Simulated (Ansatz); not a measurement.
# Li: from a migration barrier to a jump rate

Method: DFT PBE+D3(BJ), scalar-relativistic, plane waves, PAW in Ansatz. Cutoff 420 eV, Γ-centred 4×4×4 k-points, Gaussian smearing of 0.1 eV. No spin polarisation.

In a supercell of 20 sites an atom of Li jumps into a neighbouring Li vacancy, a = 2.95 Å from site to site in the perfect crystal, in a neutral cell. A nudged elastic band with 5 inner images puts the highest image 0.108 eV above the start and 0.108 eV above the end. Take it as the barrier; the order of the saddle wasn't checked, and the cell is small.

**Question.** With an assumed attempt frequency of 10¹³ s⁻¹, how often does the jump happen, and how fast does the vacancy diffuse?

**Answer.** Transition-state theory gives Γ = ν exp(−E/k_BT), and one such jump direction contributes Γa²/6 to the vacancy's diffusion coefficient averaged over directions:

| T (K) | E/k_BT | Γ (1/s) | Γa²/6 (cm²/s) |
| --- | --- | --- | --- |
| 300 | 4.2 | 1.5 × 10^11 | 2.3 × 10^-5 |
| 600 | 2.1 | 1.2 × 10^12 | 1.8 × 10^-4 |
| 1000 | 1.3 | 2.9 × 10^12 | 4.2 × 10^-4 |
| 1500 | 0.8 | 4.3 × 10^12 | 6.3 × 10^-4 |

The rate reaches one jump a second at T = E/(k_B ln 10¹³) = 42 K. The number of equivalent jumps multiplies D if they link up through the crystal; a hop between two sites alone gives no long-range diffusion, which then waits on a higher barrier. In either case the atoms' own diffusion carries the vacancy concentration and a correlation factor besides. Rows above the melting point are formal, and so are rows where E/k_BT falls under about 3, since the theory needs rare jumps.

**Question.** How much does an error of 0.1 eV in the barrier matter?

**Answer.** It multiplies the rate by exp(0.1 eV/k_BT): 48 at 300 K and 3.2 at 1000 K, more than the usual doubt about ν at low temperature.